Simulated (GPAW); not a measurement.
A run of GPAW 26.7.0 is set up as follows.

File run.py:

```python
from ase import Atoms
from ase.dft.bandgap import bandgap
from ase.io import write
from ase.units import Bohr, GPa
from gpaw import GPAW, PW
from gpaw.elf import elf_from_dft_calculation

atoms = Atoms(['Pb', 'Te'],
              cell=[[0.0, 3.231, 3.231],
                    [3.231, 0.0, 3.231],
                    [3.231, 3.231, 0.0]],
              scaled_positions=[[0.0, 0.0, 0.0],
                                [0.5, 0.5, 0.5]],
              pbc=True)

calc = GPAW(mode=PW(600),
            xc='MGGA_X_R2SCAN+MGGA_C_R2SCAN',
            kpts={'size': (7, 7, 7), 'gamma': True},
            occupations={'name': 'fermi-dirac', 'width': 0.05},
            nbands=19,
            convergence={'density': 1e-05, 'energy': 1e-05},
            maxiter=150,
            txt='gpaw.txt')
atoms.calc = calc
energy = atoms.get_potential_energy()
forces = atoms.get_forces()
stress = atoms.get_stress()
calc.write('gs.gpw')
write('result.traj', atoms)
print(f'Energy: {energy:.6f} eV')
print('Forces (eV/A):')
print(forces.round(4))
print('Stress (GPa):', (stress / GPa).round(3))
print('Fermi level:', round(calc.get_fermi_level(), 4), 'eV')
print(f'Gap: {bandgap(calc)[0]:.4f} eV, direct: {bandgap(calc, direct=True)[0]:.4f} eV')

# fields on the real-space grid
write('density.cube', atoms, data=calc.get_pseudo_density() * Bohr**3)
write('potential.cube', atoms, data=calc.get_electrostatic_potential())
write('elf.cube', atoms, data=elf_from_dft_calculation(calc).data)

path = atoms.cell.bandpath('GXWKGLUWLK,UX', npoints=80, eps=1e-4)
bs_calc = calc.fixed_density(kpts=path, symmetry='off', nbands=32,
                             convergence={'bands': 'CBM+6.0', 'eigenstates': 1e-6}, txt='bands.txt')
bs = bs_calc.band_structure()
bs.write('bs.json')
print(f'Gap on the path: {bandgap(bs_calc)[0]:.4f} eV')
```

Potentials or basis: GPAW PAW data sets (gpaw-data 1.2.1), pw.

Run with:

```console
$ OMP_NUM_THREADS=1 python run.py
```

**Question.** Estimate the band gap along the path.

**Answer.** 0.98 eV, direct.

**Question.** Estimate the pressure.

**Answer.** 1.3 GPa.

Levels at the corners of the path, in eV from the Fermi level:
```tsv
point	band 8	band 9	band 10	band 11	band 12	band 13
Γ	-2.07	-2.07	-2.07	3.77	3.77	3.77
X	-5.26	-3.54	-3.54	3.03	5.25	5.25
W	-4.53	-4.53	-0.99	1.31	5.02	5.02
K	-4.87	-3.02	-2.72	3.30	3.43	4.94
Γ	-2.07	-2.07	-2.07	3.77	3.77	3.77
L	-1.59	-1.59	-0.52	0.45	0.83	0.83
U	-4.87	-3.02	-2.72	3.30	3.43	4.94
W	-4.53	-4.53	-0.99	1.31	5.02	5.02
L	-1.59	-1.59	-0.52	0.45	0.83	0.83
K	-4.87	-3.02	-2.72	3.30	3.43	4.94
U	-4.87	-3.02	-2.72	3.30	3.43	4.94
X	-5.26	-3.54	-3.54	3.03	5.25	5.25
```

Caveat: this odd mesh misses L, where the gap lies, so gap, dielectric constants and Born charges aren't listed; the PAW data sets were made with another functional, which shifts forces and pressure a little; spin-orbit coupling is left out, which moves the levels of the heavy elements.

**The experiment to reproduce.**

A printed reference work, monograph reports, for a bulk crystal of TePb at 4.2 K: band gap 0.19 eV (direct).

A measured gap of TePb is 0.19 eV (direct; 4.2 K; a printed reference work, monograph); the calculated 0.98 eV misses it by +0.79 eV. Spin-orbit coupling on Pb, Te is left out. The value is that of r2SCAN, without temperature or zero-point motion.
